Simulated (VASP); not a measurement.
Input of a VASP 6.6.1 run:

Contents of INCAR:

```
ALGO     = Normal         # electronic algorithm
EDIFF    = 1E-7           # SCF threshold, eV
EDIFFG   = -0.005         # ionic threshold
ENCUT    = 600            # plane-wave cutoff, eV
GGA      = PS             # functional
IBRION   = 2              # ionic algorithm
ISIF     = 3              # what is computed and relaxed
ISMEAR   = 0              # smearing method
LASPH    = T              # aspherical terms in the spheres
LCHARG   = F              # write CHGCAR
LREAL    = F              # projectors in reciprocal space
LWAVE    = F              # write WAVECAR
NELM     = 80             # most SCF steps
NSW      = 90             # ionic steps
PREC     = Accurate       # precision mode
SIGMA    = 0.03           # smearing width, eV
```

Contents of KPOINTS:

```
k-points
0
Gamma
  10 10 10
```

The input POSCAR:

```
SiC                                     
1.0
    0.0000000000      2.1790000000      2.1790000000
    2.1790000000      0.0000000000      2.1790000000
    2.1790000000      2.1790000000      0.0000000000
  Si              C             
     1     1
Direct
     0.0000000000000000    0.0000000000000000    0.0000000000000000
     0.2500000000000000    0.2500000000000000    0.2500000000000000
```

Potentials or basis: VASP PAW PBE potentials, release 64 (Si, C).

Launch:

```sh
$ cat potpaw_PBE.64/Si/POTCAR potpaw_PBE.64/C/POTCAR > POTCAR
$ mpirun -np 1 vasp_std > vasp.out
```

**Question.** What does it give for the band gap on the k mesh?

**Answer.** 1.23 eV, indirect (least direct gap 4.44 eV).

Final structure:
```
Si C
1.0
     0.00000    2.17900    2.17900
     2.17900    0.00000    2.17900
     2.17900    2.17900    0.00000
Si C
1 1
Direct
  0.00000 0.00000 0.00000
  0.25000 0.25000 0.25000
```

Caveat: the relaxation stopped at its first step, so nothing moved. A k mesh can miss the band edges.
